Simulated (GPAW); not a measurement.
# BP (F-43m) in GPAW: further runs, part 2 of 2

GPAW 26.7.0. Earlier steps stand in the parts before.

## (3) Band structure, PBE

Input file run.py:

```python
from ase.dft.bandgap import bandgap
from ase.io import write
from ase.spacegroup import crystal
from gpaw import GPAW

# P 4c
# B 4a
atoms = crystal(['P', 'B'],
                basis=[[0.25, 0.25, 0.25],
                       [0.0, 0.0, 0.0]],
                spacegroup=216, setting=1,  # F-43m
                cellpar=[4.538, 4.538, 4.538, 90.0, 90.0, 90.0],
                primitive_cell=True)

calc = GPAW(mode='lcao',
            h=0.2,
            basis='szp(dzp)',
            xc='PBE',
            kpts={'size': (10, 10, 10), 'gamma': True},
            occupations={'name': 'fermi-dirac', 'width': 0.05},
            convergence={'density': 1e-05, 'energy': 1e-05},
            maxiter=150,
            txt='gpaw.txt')
atoms.calc = calc
energy = atoms.get_potential_energy()
forces = atoms.get_forces()
calc.write('gs.gpw')
write('result.traj', atoms)
print(f'Energy: {energy:.6f} eV')
print('Forces (eV/A):')
print(forces.round(4))
print('Fermi level:', round(calc.get_fermi_level(), 4), 'eV')
print(f'Gap: {bandgap(calc)[0]:.4f} eV, direct: {bandgap(calc, direct=True)[0]:.4f} eV')

path = atoms.cell.bandpath('GXWKGLUWLK,UX', npoints=60, eps=1e-4)
bs_calc = calc.fixed_density(kpts=path, symmetry='off', txt='bands.txt')
bs = bs_calc.band_structure()
bs.write('bs.json')
print(f'Gap on the path: {bandgap(bs_calc)[0]:.4f} eV')
```

Potentials or basis: GPAW PAW data sets (gpaw-data 1.2.1), lcao:szp(dzp).

Launch:

```
$ OMP_NUM_THREADS=1 python run.py
```

gpaw.txt:

```text
__  _  _
 | _ |_)|_||  |
 |__||  | ||/\| - 26.7.0

Input parameters:
  mode=LCAO(),
  basis={'default': 'szp(dzp)'},
  convergence={'density': 1e-05, 'energy': 1e-05},
  h=0.2,
  kpts=MonkhorstPack(size=(10, 10, 10), gamma=True),
  maxiter=150,
  occupations=Occupations(name='fermi-dirac', width=0.05),
  xc=XC(name='PBE')

           P
       B

Atoms  # Å, Bohr magnetons
|   | symbol |        x |        y |        z |    initial magnetic moments |
|---|--------|----------|----------|----------|-----------------------------|
| 0 |      P | 1.134500 | 1.134500 | 1.134500 | ( 0.0000,  0.0000,  0.0000) |
| 1 |      B | 0.000000 | 0.000000 | 0.000000 | ( 0.0000,  0.0000,  0.0000) |

Unit cell  # Å
| periodic |        x |        y |        z |  lengths |    angles |
|----------|----------|----------|----------|----------|-----------|
|      yes | 0.000000 | 2.269000 | 2.269000 | 3.208851 | 60.000000 |
|      yes | 2.269000 | 0.000000 | 2.269000 | 3.208851 | 60.000000 |
|      yes | 2.269000 | 2.269000 | 0.000000 | 3.208851 | 60.000000 |

Number of symmetries: 24
Symmetry operations  # r_c * U_cc + t_c -> r_c
|    | kind |            matrix            |
|----|------|------------------------------|
|  0 |  E   |  1, 0, 0,  0, 1, 0,  0, 0, 1 |
|  1 |  σ   |  1, 0, 0,  0, 0, 1,  0, 1, 0 |
|  2 |  σ   |  1, 0,-1,  0, 1,-1,  0, 0,-1 |
|  3 |  C3  |  1, 0,-1,  0, 0,-1,  0, 1,-1 |
|  4 |  C3  |  1,-1, 0,  0,-1, 1,  0,-1, 0 |
|  5 |  σ   |  1,-1, 0,  0,-1, 0,  0,-1, 1 |
|  6 |  σ   |  0, 1, 0,  1, 0, 0,  0, 0, 1 |
|  7 |  C3  |  0, 1, 0,  0, 0, 1,  1, 0, 0 |
|  8 |  C2  |  0, 1,-1,  1, 0,-1,  0, 0,-1 |
|  9 |  S4  |  0, 1,-1,  0, 0,-1,  1, 0,-1 |
| 10 |  C3  |  0, 0, 1,  1, 0, 0,  0, 1, 0 |
| 11 |  σ   |  0, 0, 1,  0, 1, 0,  1, 0, 0 |
| 12 |  S4  |  0, 0,-1,  1, 0,-1,  0, 1,-1 |
| 13 |  C3  |  0, 0,-1,  0, 1,-1,  1, 0,-1 |
| 14 |  S4  |  0,-1, 1,  1,-1, 0,  0,-1, 0 |
| 15 |  C2  |  0,-1, 1,  0,-1, 0,  1,-1, 0 |
| 16 |  C3  |  0,-1, 0,  1,-1, 0,  0,-1, 1 |
| 17 |  S4  |  0,-1, 0,  0,-1, 1,  1,-1, 0 |
| 18 |  S4  | -1, 1, 0, -1, 0, 1, -1, 0, 0 |
| 19 |  C3  | -1, 1, 0, -1, 0, 0, -1, 0, 1 |
| 20 |  C3  | -1, 0, 1, -1, 1, 0, -1, 0, 0 |
| 21 |  S4  | -1, 0, 1, -1, 0, 0, -1, 1, 0 |
| 22 |  σ   | -1, 0, 0, -1, 1, 0, -1, 0, 1 |
| 23 |  C2  | -1, 0, 0, -1, 0, 1, -1, 1, 0 |

BZ-sampling:
  Number of BZ points: 1000
  Number of IBZ points: 47

  Monkhorst-Pack size: [10, 10, 10]
  Monkhorst-Pack shift: [0.05, 0.05, 0.05]

K-points  # in reciprocal-cell coordinates
|     |                                coordinates |     weight |
[... 268 lines left out ...]
    |   2p |  1.000 |      -3.606 |    0.635 |
    |    s |        |      17.768 |    0.635 |
    |    p |        |      23.605 |    0.635 |
    |    d |        |       0.000 |    0.635 |

    LCAO basis set for B:
      Name: szp(dzp)
      File: <dir>
      Number of radial functions: 3
      Number of spherical harmonics: 9
        l=0, rc=6.6719 Bohr: 2s-sz confined orbital
        l=1, rc=8.2188 Bohr: 2p-sz confined orbital
        l=2, rc=8.2188 Bohr: d-type Gaussian polarization
      Number of RI-basis functions 0

Reference energy: -9972.403226  # eV

eigensolver:
  <gpaw.new.lcao.eigensolver.LCAOEigensolver object>
density mixing:
  MSR1-Mixer
  Pratt-step length: 0.05
  Maximum mixing coefficient: 0.75
  Old densities: 10
  SVD Regularization: 0.005
  Good broyden scale: 1.0
  Trust region scale: 1.0
  Backstep threshold: 4.0
  History deletion threshold: 6.0
  Fourier metric: weight=20.0, sigma=0.015

occupation numbers:
  Fermi-Dirac:
    width: 0.0500  # eV

FastPoissonSolver using
    Stencil: 12*3+1=37 point O(h^6) finite-difference Laplacian
    FFT axes: [np.int64(0), np.int64(1), np.int64(2)]
    FST axes: []

xc functional:
  name: PBE with 2 nearest neighbor stencil
interpolation: tri-quintic # 5. degree polynomial

convergence criteria:
- Maximum integral of absolute [dens]ity change: 1e-05 electrons / valence electron
- Maximum [total energy] change in last 3 cyles: 1e-05 eV / valence electron
- Maximum integral of absolute [eigenst]ate change: 4e-08 eV^2 / valence electron
maximum number of iterations: 150

SCF iterations
|iter     | |      energy | eigst |  dens |
|---------|-|-------------|-------|-------|
|iter:   1| |  -12.247825 |      c|       |
|iter:   2| |  -12.180012 |      c| -0.84 |
|iter:   3| |  -11.935152 |      c| -0.88 |
|iter:   4| |  -11.937191 |      c| -1.54 |
|iter:   5| |  -11.937548 |      c| -1.96 |
|iter:   6| |  -11.937548 |      c| -3.67 |
|iter:   7| |  -11.937548c|      c| -4.09 |
|iter:   8| |  -11.937548c|      c| -5.62c|

Converged in 8 steps
Energy contributions relative to reference atoms: (reference = -9972.403226)

Energy contributions:
  Kinetic:          -2.159002
  Coulomb:           2.791096
  Zero:              0.095939
  External:          0.000000
  Xc:              -12.665581
  Entropy:          -0.000000
  Spinorbit:         0.000000
  ----------------------------
  Free energy:     -11.937548
  Extrapolated:    -11.937548

dipole moment: (-10.873840, -10.873840, -10.873840)  # |e|*Ang

Fermi level: 8.675
Eigenvalues  # (at kpt = [0.000, 0.000, 0.000])
| band index |      eig [eV] | occ [0-2] |
|------------|---------------|-----------|
|          0 |        -7.508 |     2.000 |
|          1 |         7.789 |     2.000 |
|          2 |         7.798 |     2.000 |
|          3 |         7.798 |     2.000 |
|          4 |        11.432 |     0.000 |
|          5 |        11.435 |     0.000 |
|          6 |        11.435 |     0.000 |
|          7 |        15.482 |     0.000 |

Gap: 1.853 eV
Transition (v -> c):
  (s=0, k=0, n=3, [0.00, 0.00, 0.00]) -> (s=0, k=24, n=4, [0.40, 0.40, 0.00])
Direct/indirect transitions are different
Direct gap: 3.634 eV
Transition at: (s=0, k=0, n=3, [0.00, 0.00, 0.00])

Forces  # eV/Ang
|        x |       y |        z |
|----------|---------|----------|
| -0.00000 | 0.00000 | -0.00000 |  # P    0
|  0.00000 | 0.00000 |  0.00000 |  # B    1

# Writing to gs.gpw (mode='')
```

stdout:

```text
Energy: -11.937548 eV
Forces (eV/A):
[[-0.  0. -0.]
 [ 0.  0.  0.]]
Fermi level: 8.6746 eV
Gap: 1.8528 eV, direct: 3.6338 eV
Gap on the path: 1.8319 eV
```

It took 43 s on 1 thread of Arm Neoverse V1, shared host; peak memory 0.14 GiB.

These settings aren't checked as converged: the numbers below hold their error.

Results:

| Item | Value |
| --- | --- |
| Free energy | -11.9375 eV |
| Band gap on the k mesh | 1.85 eV, indirect (least direct gap 3.63 eV) |
| Band gap along the path | 1.83 eV, indirect (least direct gap 3.63 eV) |

Caveat: the real-space grid adds noise to forces; the basis of atomic orbitals isn't converged, which shifts pressures, moduli and gaps.

## (4) Band structure, BP86

Input file run.py:

```python
from ase.dft.bandgap import bandgap
from ase.io import read, write
from ase.units import GPa
from gpaw import GPAW, PW, setup_paths

setup_paths.insert(0, '.')

atoms = read('BP.cif')

calc = GPAW(mode=PW(800),
            xc='GGA_X_B88+GGA_C_P86',
            kpts={'size': (10, 10, 10), 'gamma': True},
            occupations={'name': 'fermi-dirac', 'width': 0.05},
            nbands=11,
            convergence={'density': 1e-05, 'energy': 1e-05},
            maxiter=150,
            txt='gpaw.txt')
atoms.calc = calc
energy = atoms.get_potential_energy()
forces = atoms.get_forces()
stress = atoms.get_stress()
calc.write('gs.gpw')
write('result.traj', atoms)
print(f'Energy: {energy:.6f} eV')
print('Forces (eV/A):')
print(forces.round(4))
print('Stress (GPa):', (stress / GPa).round(3))
print('Fermi level:', round(calc.get_fermi_level(), 4), 'eV')
print(f'Gap: {bandgap(calc)[0]:.4f} eV, direct: {bandgap(calc, direct=True)[0]:.4f} eV')

path = atoms.cell.bandpath('GXWKGLUWLK,UX', npoints=60, eps=1e-4)
bs_calc = calc.fixed_density(kpts=path, symmetry='off', nbands=19,
                             convergence={'bands': 'CBM+6.0', 'eigenstates': 1e-6}, txt='bands.txt')
bs = bs_calc.band_structure()
bs.write('bs.json')
print(f'Gap on the path: {bandgap(bs_calc)[0]:.4f} eV')
```

Input file BP.cif:

```cif
data_BP
_cell_length_a 3.20885057
_cell_length_b 3.20885057
_cell_length_c 3.20885057
_cell_angle_alpha 60.00000000
_cell_angle_beta 60.00000000
_cell_angle_gamma 60.00000000
_space_group_name_H-M_alt 'P1'
_space_group_name_Hall 'P 1'
_space_group_IT_number 1
loop_
_space_group_symop_operation_xyz
'x,y,z'
loop_
_atom_site_label
_atom_site_type_symbol
_atom_site_symmetry_multiplicity
_atom_site_Wyckoff_symbol
_atom_site_fract_x
_atom_site_fract_y
_atom_site_fract_z
_atom_site_occupancy
P1 P 1 a 0.7500000000 0.7500000000 0.7500000000 1
B1 B 1 a 0.0000000000 0.0000000000 0.0000000000 1
```

Potentials or basis: PAW data sets generated in the run's folder for this functional, pw.

Launch:

```
$ gpaw-setup -f GGA_X_B88+GGA_C_P86 B P
$ OMP_NUM_THREADS=1 python run.py
```

Wall time 26 s (1 thread of Arm Neoverse V1, shared host); peak memory 0.2 GiB.

Results (log left out):

| Item | Value |
| --- | --- |
| Free energy | -12.4769 eV |
| Pressure | 2.8 GPa |
| Band gap on the k mesh | 1.30 eV, indirect (least direct gap 3.45 eV) |
| Band gap along the path | 1.31 eV, indirect (least direct gap 3.45 eV) |

Levels at the corners of the path, in eV from the valence-band top:
| point | band 1 | band 2 | band 3 | band 4 | band 5 | band 6 | band 7 | band 8 |
| --- | --- | --- | --- | --- | --- | --- | --- | --- |
| Γ | -15.43 | 0.00 | 0.00 | 0.00 | 3.45 | 3.45 | 3.45 | 7.38 |
| X | -10.60 | -8.56 | -4.09 | -4.09 | 1.40 | 1.72 | 12.11 | 12.11 |
| W | -10.33 | -8.04 | -5.63 | -5.43 | 5.38 | 6.80 | 7.28 | 7.48 |
| K | -10.60 | -8.14 | -6.17 | -3.48 | 2.21 | 6.04 | 9.75 | 10.62 |
| Γ | -15.43 | 0.00 | 0.00 | 0.00 | 3.45 | 3.45 | 3.45 | 7.38 |
| L | -12.12 | -8.99 | -1.74 | -1.74 | 3.80 | 4.76 | 4.76 | 10.23 |
| U | -10.60 | -8.14 | -6.17 | -3.48 | 2.21 | 6.04 | 9.75 | 10.62 |
| W | -10.33 | -8.04 | -5.63 | -5.43 | 5.38 | 6.80 | 7.28 | 7.48 |
| L | -12.12 | -8.99 | -1.74 | -1.74 | 3.80 | 4.76 | 4.76 | 10.23 |
| K | -10.60 | -8.14 | -6.17 | -3.48 | 2.21 | 6.04 | 9.75 | 10.62 |
| U | -10.60 | -8.14 | -6.17 | -3.48 | 2.21 | 6.04 | 9.75 | 10.62 |
| X | -10.60 | -8.56 | -4.09 | -4.09 | 1.40 | 1.72 | 12.11 | 12.11 |

## (5) How close it comes

Step 2. A measured bulk modulus of BP is 179 GPa (300 K; “Equation of state of single-crystal cubic boron phosphide”, 2014, arxiv:1407.1677); the calculated 149 GPa misses it by -16.6 %. 3 values of this kind are on record (173 to 179 GPa); this one was drawn at random among those near their median, those with a stated uncertainty first. The fit is for a static lattice scaled at fixed shape and fixed fractional positions.
